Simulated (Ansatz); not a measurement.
The system is Cl.

```
CELL_PARAMETERS angstrom
3.14500 -2.25000 0.00000
3.14500 2.25000 0.00000
0.00000 0.00000 8.21000
ATOMIC_POSITIONS crystal
Cl 0.37000 0.63000 0.40000
Cl 0.13000 0.87000 0.90000
Cl 0.63000 0.37000 0.60000
Cl 0.87000 0.13000 0.10000
```

```yaml
Program: Ansatz 0.2.0
Task: relaxation of cell and atoms
Functional: PBE
Potentials_or_basis: JTH PAW
Cutoff: "930 eV (not typed: the program's choice for these potentials)"
k_mesh: 7 × 7 × 4
Occupations: fermi-dirac, width 0.05 eV
Spin: no spin polarisation
```

At the start: volume 29.05 Å³/atom.

How do energy, volume and symmetry change on relaxing?

It ends after 10 steps and the volume is 35.51 Å³/atom (+22.2 %); space group Cmce (No. 64, to 0.05 Å).

The path:
| step | energy change (eV) | largest force (eV/Å) | volume (Å³) |
| --- | --- | --- | --- |
| 1 | 0.0000 | 0.1021 | 116.19 |
| 2 | -0.0418 | 0.0331 | 122.61 |
| 3 | -0.0629 | 0.0320 | 129.96 |
| 4 | -0.0746 | 0.1391 | 132.74 |
| 5 | -0.0833 | 0.0033 | 136.68 |
| 6 | -0.0868 | 0.0058 | 139.09 |
| 7 | -0.0871 | 0.0131 | 140.55 |
| 8 | -0.0871 | 0.0132 | 141.30 |
| 9 | -0.0871 | 0.0031 | 142.04 |
| 10 | -0.0890 | 0.0035 | 142.04 |

Final structure:
```
Cl
1.0
     3.97174   -2.14624    0.00000
     3.97174    2.14624    0.00000
     0.00000    0.00000    8.33125
Cl
4
Direct
  0.38616 0.61384 0.39342
  0.11384 0.88616 0.89342
  0.61384 0.38616 0.60658
  0.88616 0.11384 0.10658
```

Caveat: the volume moved by over 15 % at a fixed basis, so the end points are rough; the plane-wave basis is chosen anew once the cell has moved, so the energies of steps on either side of that aren't comparable.
